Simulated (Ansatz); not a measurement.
`C[O][GaH][SH]` + `CC(C)(C)O` → `[OH][GaH][SH]` + `COC(C)(C)C`  (formal exchange of groups at a Ga–O bond)

Program: Ansatz. Geometries: PBE0-D4/def2-TZVP. ΔE: electronic, gas phase. CCSD(T)/CBS is the MP2 limit (def2-TZVPP, def2-QZVPP) plus CCSD(T) − MP2 in def2-TZVPP, frozen cores. DFT in def2-TZVPP. For Ga outer-core shells are correlated without core-valence functions, which leaves a few kJ/mol of doubt a bond. Scalar relativity is left out up to krypton. Each species was taken in one conformer, which may not be the lowest.

`C[O][GaH][SH]`:

Cartesian coordinates in Å:
```
C -0.055 0.471 1.258
O 0.039 -0.832 0.748
Ga 0.100 -1.229 -0.986
S 0.018 0.437 -2.421
H -0.973 0.981 0.936
H -0.072 0.417 2.350
H 0.800 1.097 0.969
H 0.205 -2.718 -1.392
H -0.062 1.376 -1.463
```

`CC(C)(C)O`:

```xyz
15

C     1.084   -0.935    0.164
C    -0.175   -0.078    0.149
C     0.060    1.235    0.873
C    -0.640    0.170   -1.279
O    -1.208   -0.730    0.885
H     1.391   -1.135    1.192
H     0.905   -1.893   -0.334
H     1.907   -0.439   -0.356
H     0.362    1.047    1.905
H    -0.857    1.827    0.886
H     0.843    1.814    0.380
H     0.116    0.708   -1.856
H    -1.561    0.757   -1.279
H    -0.837   -0.777   -1.792
H    -1.391   -1.573    0.460
```

`[OH][GaH][SH]`:

Cartesian coordinates in Å:
```
O -0.781 0.870 0.776
Ga 0.369 -0.394 0.259
S 0.491 -0.583 -1.917
H -0.853 0.971 1.727
H 1.186 -1.258 1.261
H -0.412 0.395 -2.106
```

`COC(C)(C)C`:

Z-matrix (Å, degrees):
```
C
O 1 1.400
H 1 1.097 2 112.7
H 1 1.097 2 112.7 3 -123.2
H 1 1.091 2 106.5 3 118.4
C 2 1.428 1 117.3 3 61.1
C 6 1.519 2 103.7 1 179.6
C 6 1.524 2 111.0 1 -62.2
C 6 1.524 2 111.1 1 61.4
H 7 1.092 6 110.1 2 59.6
H 7 1.092 6 110.8 2 179.9
H 7 1.092 6 110.1 2 -59.7
H 8 1.092 6 110.2 2 -52.6
H 8 1.092 6 110.1 2 -172.2
H 8 1.092 6 112.0 2 68.4
H 9 1.092 6 110.1 2 172.1
H 9 1.092 6 112.0 2 -68.5
H 9 1.092 6 110.3 2 52.6
```

| level | ΔE (kJ/mol) | difference from CCSD(T)/CBS |
| --- | --- | --- |
| revPBE-D4 | -7.8 | 1.6 |
| r2SCANh-D4 | -8.4 | 1.0 |
| ωB97M-V | -9.5 | -0.1 |
| BHLYP | -6.0 | 3.4 |
| HF/def2-SVP | 0.2 | 9.6 |
| CCSD/def2-SVP | -6.1 | 3.3 |
| HF/def2-TZVPP | -3.4 | 6.0 |
| CCSD(T)/def2-TZVPP | -9.6 | -0.2 |
| HF/def2-QZVPP | -3.3 | 6.1 |
| SCS-MP2/def2-QZVPP | -9.6 | -0.2 |
| CCSD(T)/CBS | -9.4 | 0 |

Largest T1 diagnostic among the species: 0.014.

Leaving LDA and LC-ωPBE aside and taking each functional with its dispersion term where it has one, the values, not all of them listed here, spread over 3.4 kJ/mol, from ωB97M-V to BLYP-D4. LDA lies −5.5 kJ/mol from PBE without D4. In def2-TZVPP, CCSD(T) changes the Hartree–Fock value by −6.2 kJ/mol (the triples alone add −0.8 kJ/mol) and MP2 by −8.2 kJ/mol.

CCSD(T)/CBS has its own doubt, a few kJ/mol and more with outer-core shells, so smaller differences from it don't rank the levels.
